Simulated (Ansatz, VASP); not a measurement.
Two plane-wave programs on C

```
C
1.0
     2.50920    0.00000    0.00000
    -1.25460    2.17303    0.00000
     0.00000    0.00000   16.47255
C
16
Direct
  0.00000 0.00000 0.00038
  0.00000 0.00000 0.09380
  0.33333 0.66667 0.12495
  0.33333 0.66667 0.21837
  0.66667 0.33333 0.24953
  0.66667 0.33333 0.34294
  0.00000 0.00000 0.37411
  0.00000 0.00000 0.46745
  0.33333 0.66667 0.49886
  0.33333 0.66667 0.59356
  0.00000 0.00000 0.62519
  0.00000 0.00000 0.71989
  0.33333 0.66667 0.75130
  0.33333 0.66667 0.84464
  0.66667 0.33333 0.87581
  0.66667 0.33333 0.96922
```

Alike in both runs: functional PBEsol; k mesh 12 × 12 × 2; occupations gaussian, width 0.02 eV; no spin polarisation.

Ansatz relaxed the structure, and its values are those at the end. VASP's run is a single point on that final structure, the one shown.

|  | VASP | Ansatz |
| --- | --- | --- |
| version | VASP 6.6.1 | Ansatz 0.2.0 |
| potentials or method | VASP PAW PBE potentials, release 64 (C) | scalar-relativistic, plane waves, PAW |
| plane-wave cutoff (eV) | 520 | 420 |
| valence electrons in the cell | 64 | 64 |

VASP gave:

```
gap on the k mesh at the Fermi level (eV) : 4.17
least direct gap on the mesh (eV)         : 5.35
pressure (GPa)                            : 1.2
rms of the force components (eV/Å)        : 0.004
```

Task: What did Ansatz give for the same quantities?

Result: gap on the k mesh at the Fermi level (eV): 4.18; least direct gap on the mesh (eV): 5.36; pressure (GPa): 0.0; rms of the force components (eV/Å): 0.000.

The functional is the same, so the differences come from potentials, cutoffs and numerics.

Caveats: the PAW data sets were made with another functional, which shifts forces and pressure a little (VASP).
